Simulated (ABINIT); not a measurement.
NaH:

```xyz
2
Lattice="0.0000 2.4400 2.4400 2.4400 0.0000 2.4400 2.4400 2.4400 0.0000" Properties=species:S:1:pos:R:3 pbc="T T T"
Na    0.0000    0.0000    0.0000
H     2.4400    2.4400    2.4400
```

```yaml
Program: ABINIT 10.8.3 (patched build)
Task: single point
Functional: PBE
Potentials_or_basis: JTH PAW PBE v2.0
Cutoff: 1088 eV
k_mesh: 9 × 9 × 9
Occupations: fermi-dirac, width 0.05 eV
Spin: no spin polarisation
```

On this cell: pressure -0.5 GPa; largest force zero by symmetry; band gap on the k mesh 4.01 eV, indirect (least direct gap 4.72 eV).

The same run follows on a disturbed copy (atoms moved at random, drawn with an rms of 0.05 Å):

```
CELL_PARAMETERS angstrom
0.00000 2.44000 2.44000
2.44000 0.00000 2.44000
2.44000 2.44000 0.00000
ATOMIC_POSITIONS crystal
Na 0.98740 0.00137 0.00601
H 0.50056 0.49842 0.50487
```

**Question.** What changes?

**Answer.** The energy moves by +0.2 meV/atom; pressure -0.5 GPa; largest force 0.030 eV/Å; band gap on the k mesh 4.01 eV, indirect (least direct gap 4.72 eV).

Forces on the atoms (eV/Å):
```
Na  -0.007  0.022  0.019
H    0.007 -0.022 -0.019
```

Caveats: an odd mesh through Γ misses points on the zone boundary, where band edges often lie.
